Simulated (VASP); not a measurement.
# AlN (I-4m2) in VASP: further runs

The runs below take AlN through single point, with PBE, HSE06.

Program: VASP 6.6.1. These are calculated values, not measurements. Logs are shortened: lines on timing, memory, paths and dates and some standing lists are left out, and cuts for length are marked.

**1. The cell of the first run**

Symmetry: I-4m2, No. 119, tetragonal system. The conventional cell has a = 2.990 Å, b = 2.990 Å, c = 4.507 Å, α = 90.00°, β = 90.00°, γ = 90.00°. Al (site symmetry -4m2) has 4 N at 1.87 Å as nearest neighbours. N (site symmetry -4m2) has 4 Al at 1.87 Å as nearest neighbours.

The cell was built by a generator and needn't be a form met in nature.

**2. Single point, PBE (epitaxial_xy strain -3.2%)**

INCAR reads:

```
  PREC = Accurate
  ENCUT = 520
  EDIFF = 1E-7
  ISMEAR = -1
  SIGMA = 0.02
  LREAL = F
  LASPH = T
  NELM = 100
  ALGO = Fast
  ISIF = 2
  LWAVE = F
  LCHARG = F
  GGA = PE
  NBANDS = 11
```

KPOINTS reads:

```
Automatic mesh
0
Gamma
  10 10 10
```

POSCAR reads:

```
AlN
1.0
    0.0000000000      2.1140864169      2.2536672846
    2.1140864169      0.0000000000      2.2536672846
    2.1140864169      2.1140864169      0.0000000000
Al N
1 1
Direct
    0.0000000000      0.0000000000      0.0000000000
    0.2500000000      0.2500000000      0.2500000000
```

Potentials or basis: VASP PAW PBE potentials, release 64 (Al, N).

Started as:

```sh
cat potpaw_PBE.64/Al/POTCAR potpaw_PBE.64/N/POTCAR > POTCAR
mpirun -np 1 vasp_std > vasp.out
```

OUTCAR:

```text
PREC = Accurate
   ENCUT = 520
   EDIFF = 1E-7
   ISMEAR = -1
   LREAL = F
   LASPH = T
   NELM = 100
   ISIF = 2
   GGA = PE

 ion  position               nearest neighbor table
   1  0.000  0.000  0.000-   2 1.87   2 1.87   2 1.87   2 1.87
   2  0.250  0.250  0.250-   1 1.87   1 1.87   1 1.87   1 1.87

  LATTYP: Found a body centered tetragonal cell.
 ALAT       =     2.9897696828
 C/A-ratio  =     1.5075858837

  Lattice vectors:

 A1 = (  -2.1140864169,   0.0000000000,   2.2536672846)
 A2 = (   2.1140864169,   0.0000000000,   2.2536672846)
 A3 = (   0.0000000000,   2.1140864169,  -2.2536672846)

Analysis of symmetry for initial positions (statically):
=====================================================================
 Subroutine PRICEL returns:
 Original cell was already a primitive cell.

 Routine SETGRP: Setting up the symmetry group for a
 body centered tetragonal supercell.

 Subroutine GETGRP returns: Found  8 space group operations
 (whereof  8 operations were pure point group operations)
 out of a pool of 16 trial point group operations.

The static configuration has the point symmetry D_2d.

Analysis of symmetry for dynamics (positions and initial velocities):
=====================================================================
 Subroutine PRICEL returns:
 Original cell was already a primitive cell.

 Routine SETGRP: Setting up the symmetry group for a
 body centered tetragonal supercell.

 Subroutine GETGRP returns: Found  8 space group operations
 (whereof  8 operations were pure point group operations)
 out of a pool of 16 trial point group operations.

The dynamic configuration has the point symmetry D_2d.

 Subroutine INISYM returns: Found  8 space group operations
 (whereof  8 operations are pure point group operations),
 and found     1 'primitive' translations

----------------------------------------------------------------------------------------

                                     Primitive cell

  volume of cell :      20.1449

  direct lattice vectors                    reciprocal lattice vectors
     0.000000000  2.114086417  2.253667285    -0.236508780  0.236508780  0.221860611
     2.114086417  0.000000000  2.253667285     0.236508780 -0.236508780  0.221860611
     2.114086417  2.114086417  0.000000000     0.236508780  0.236508780 -0.221860611

  length of vectors
[... 83 lines left out ...]
   LREAL  =      F    real-space projection
   EDIFFG = 0.1E-05   stopping-criterion for IOM
   NSW    =      0    number of steps for IOM
   IBRION =     -1    ionic relax: 0-MD 1-quasi-New 2-CG
   NFREE  =      0    steps in history (QN), initial steepest desc. (CG)
   ISIF   =      2    stress and relaxation
   ISYM   =      2    0-nonsym 1-usesym 2-fastsym
   POTIM  = 0.5000    time-step for ionic-motion
   TEBEG  =    0.0;   TEEND  =   0.0 temperature during run
   PSTRESS=    0.0 pullay stress
   NELECT =       8.0000    total number of electrons
   NUPDOWN=      -1.0000    fix difference up-down
   EMIN   =  10.00;   EMAX   =-10.00  energy-range for DOS
   EFERMI =   0.00;   METHOD = LEGACY
   ISMEAR =    -1;   SIGMA  =   0.02  broadening in eV -4-tet -1-fermi 0-gaus
   EFERMI_NEDOS =   21; number of points for ismear=-14 and -15
   IALGO  =     68    algorithm
   IMIX   =      4    mixing-type and parameters
     AMIX     =   0.40;   BMIX     =  1.00
     AMIX_MAG =   1.60;   BMIX_MAG =  1.00
  volume/ion in A,a.u.               =      10.07        67.97
  Fermi-wavevector in a.u.,A,eV,Ry     =   1.203325  2.273955 19.701126  1.447992
  Thomas-Fermi vector in A             =   2.339082
   LORBIT       =      0    0 simple, 1 ext, 2 COOP (PROOUT), +10 PAW based schemes
   GGA     = PE    functional components
   LHFCALC =     F    Hartree Fock is set to
   AEXX    =    0.0000 exact exchange contribution
   IVDW    =     0    specifies the selected vdW correction
   LEPSILON=     F    determine dielectric tensor
   LRPA    =     F    only Hartree local field effects (RPA)
 non-spin polarized calculation
 RMM-DIIS sequential band-by-band and
  energy-cutoff  :      520.00
  volume of cell :       20.14
 maximum number of plane-waves:       552
   NGX = 11   NGY = 11   NGZ = 11

 number of electron       7.9999999 magnetization

 Free energy of the ion-electron system (eV)
  ---------------------------------------------------
  ext. energy  EPLUGINS =         0.00000000
  ---------------------------------------------------
  free energy    TOTEN  =       -14.77907579 eV

  energy without entropy =      -14.77907579  energy(sigma->0) =      -14.77907579

 E-fermi :   6.8847     XC(G=0): -11.0851

 val. band max:        6.4403483846   @ k =  -0.1000   0.1000   0.0000
 cond. band min:       9.5569366142   @ k =   0.5000   0.0000   0.5000
 fundamental gap:      3.1165882295
 Fermi energy:         6.8846955215

 k-point     1 :       0.0000    0.0000    0.0000
  band No.  band energies     occupation
      1      -8.8780      2.00000
      2       6.1060      2.00000
      3       6.4131      2.00000
      4       6.4131      2.00000
      5      10.7804      0.00000
      6      19.1939      0.00000
      7      19.1939      0.00000
      8      19.2393      0.00000
      9      22.9881      0.00000
     10      24.2089      0.00000
     11      25.3437      0.00000
[... 309 lines left out ...]
 k-point    24 :       0.4000    0.3000    0.0000
  band No.  band energies     occupation
      1      -6.9189      2.00000
      2       1.8446      2.00000
      3       4.7620      2.00000
      4       5.1996      2.00000
      5      11.3729      0.00000
      6      16.6252      0.00000
      7      18.2552      0.00000
      8      21.6476      0.00000
      9      22.0643      0.00000
     10      28.5145      0.00000
     11      30.3191      0.00000

 [... further k-points ...]
[... 5 lines left out ...]
  --------------------------------------------------------------------------------------
  -------------------------------------------------------------------------------------
  Total        1.9160724      1.9160724      0.6419862      0.0000000      0.0000000      0.0000000
  in kB      152.3902687    152.3902687     51.0588467      0.0000000      0.0000000      0.0000000
  external PRESSURE =     118.6131280 kB  Pullay stress =       0.0000000 kB

 VOLUME and BASIS-vectors are now :
 -----------------------------------------------------------------------------
  energy-cutoff  :      520.00
  volume of cell :       20.14
      direct lattice vectors                 reciprocal lattice vectors
     0.000000000  2.114086417  2.253667285    -0.236508780  0.236508780  0.221860611
     2.114086417  0.000000000  2.253667285     0.236508780 -0.236508780  0.221860611
     2.114086417  2.114086417  0.000000000     0.236508780  0.236508780 -0.221860611

 POSITION                                       TOTAL-FORCE (eV/Angst)
 -----------------------------------------------------------------------------------
      0.00000      0.00000      0.00000        -0.000000     -0.000000     -0.000000
      1.05704      1.05704      1.12683         0.000000      0.000000      0.000000
 -----------------------------------------------------------------------------------
    total drift:                                0.000000      0.000000     -0.000000

  FREE ENERGIE OF THE ION-ELECTRON SYSTEM (eV)
  ---------------------------------------------------
  free  energy   TOTEN  =       -14.7790757867 eV

  energy  without entropy=      -14.7790757866  energy(sigma->0) =      -14.77907579
```

OSZICAR:

```text
N       E                     dE             d eps       ncg     rms          rms(c)
DAV:   1     0.115123427652E+02    0.11512E+02   -0.39376E+03  2292   0.611E+02
DAV:   2    -0.163763014494E+02   -0.27889E+02   -0.26787E+02  2693   0.139E+02
DAV:   3    -0.172166397301E+02   -0.84034E+00   -0.83949E+00  2785   0.233E+01
DAV:   4    -0.172209465639E+02   -0.43068E-02   -0.43064E-02  2574   0.182E+00
DAV:   5    -0.172209972682E+02   -0.50704E-04   -0.50704E-04  2727   0.189E-01    0.878E+00
RMM:   6    -0.147850672450E+02    0.24359E+01   -0.32339E+00  2254   0.108E+01    0.293E+00
RMM:   7    -0.147859589941E+02   -0.89175E-03   -0.26363E-01  2516   0.424E+00    0.203E+00
RMM:   8    -0.147831768512E+02    0.27821E-02   -0.26419E-02  2407   0.153E+00    0.477E-01
RMM:   9    -0.147790869372E+02    0.40899E-02   -0.50715E-03  2652   0.544E-01    0.204E-01
RMM:  10    -0.147791541367E+02   -0.67200E-04   -0.19212E-03  2648   0.276E-01    0.706E-02
RMM:  11    -0.147790782670E+02    0.75870E-04   -0.15136E-04  2557   0.118E-01    0.201E-02
RMM:  12    -0.147790763270E+02    0.19400E-05   -0.16193E-05  2651   0.351E-02    0.571E-03
RMM:  13    -0.147790760471E+02    0.27987E-06   -0.10699E-06  2671   0.954E-03    0.308E-03
RMM:  14    -0.147790758123E+02    0.23484E-06   -0.17698E-07  2377   0.371E-03    0.103E-03
RMM:  15    -0.147790757867E+02    0.25651E-07   -0.35741E-08  1824   0.156E-03
   1 F= -.14779076E+02 E0= -.14779076E+02  d E =-.121149E-11
```

stdout:

```text
POSCAR found type information on POSCAR AlN
 POSCAR found :  2 types and       2 ions
 scaLAPACK will be used
 LDA part: xc-table for (Slater+PW92), standard interpolation
 POSCAR, INCAR and KPOINTS ok, starting setup
 FFT: planning ... GRIDC
 FFT: planning ... GRID_SOFT
 FFT: planning ... GRID
 WAVECAR not read
 entering main loop
```

Run time: 13 s. Hardware: 1 thread of AMD EPYC 9R45 (Zen 5), shared host; peak memory 0.11 GiB.

What came out:

```
Free energy            : -14.7791 eV
Pressure               : 11.9 GPa
Band gap on the k mesh : 3.12 eV, indirect (least direct gap 4.37 eV)
```

Stress tensor (GPa, compression positive):
```
15.24  0.00  0.00
 0.00 15.24  0.00
 0.00  0.00  5.11
```

**3. Single point, HSE06 (biaxial_xy strain +3.9%)**

POSCAR reads:

```
AlN
1.0
    0.0000000000      2.2700865928      2.1848764127
    2.2700865928      0.0000000000      2.1848764127
    2.2700865928      2.2700865928      0.0000000000
Al N
1 1
Direct
    0.0000000000      0.0000000000      0.0000000000
    0.2500000000      0.2500000000      0.2500000000
```

INCAR.step1 reads:

```
PREC = Accurate ; ENCUT = 520
EDIFF = 1E-5 ; ISMEAR = 0
SIGMA = 0.01 ; LREAL = False
LASPH = True ; NELM = 100
ALGO = Normal ; ISIF = 2
LWAVE = True ; LCHARG = False
GGA = PE ; NBANDS = 11
```

INCAR.step2 reads:

```
PREC = Accurate ; ENCUT = 520
EDIFF = 1E-7 ; ISMEAR = 0
SIGMA = 0.01 ; LREAL = False
LASPH = True ; NELM = 100
ALGO = Normal ; ISIF = 2
LWAVE = False ; LCHARG = False
GGA = PE ; LHFCALC = True
HFSCREEN = 0.2079 ; PRECFOCK = Normal
ISTART = 1 ; NBANDS = 11
```

KPOINTS reads:

```
Automatic mesh
0
Gamma
  8 8 8
```

Potentials or basis: VASP PAW PBE potentials, release 64 (Al, N).

Started as:

```sh
cat potpaw_PBE.64/Al/POTCAR potpaw_PBE.64/N/POTCAR > POTCAR
cp INCAR.step1 INCAR
mpirun -np 1 vasp_std > vasp.out
cp INCAR.step2 INCAR
mpirun -np 1 vasp_std > vasp.out
```

Wall time 34 min (1 thread of AMD EPYC 9R45 (Zen 5), shared host); peak memory 0.24 GiB.

It converged, with:

```yaml
Free_energy: -17.3027 eV
Pressure: -14.8 GPa
Band_gap_on_the_k_mesh: 4.27 eV, indirect (least direct gap 4.70 eV)
```

Stress tensor (GPa, compression positive):
```
-16.50   0.00   0.00
  0.00 -16.50   0.00
  0.00   0.00 -11.32
```

Levels at points of the mesh, in eV from the valence-band top:
```csv
k point,band 1,band 2,band 3,band 4,band 5,band 6,band 7,band 8,band 9
"(0.00, 0.00, 0.00)",-16.13,-0.15,-0.15,0.00,4.70,13.30,13.36,13.36,18.21
"(0.50, 0.00, 0.00)",-14.18,-6.11,-0.78,-0.48,7.96,10.97,11.78,12.53,18.67
"(0.50, 0.50, 0.00)",-13.47,-4.95,-2.17,-2.17,4.27,9.05,15.34,16.51,16.51
"(0.50, 0.00, 0.50)",-13.62,-5.32,-1.86,-1.86,4.43,9.66,14.67,16.26,17.35
```

Caveat: the PAW data sets were made with another functional, which shifts forces and pressure a little.
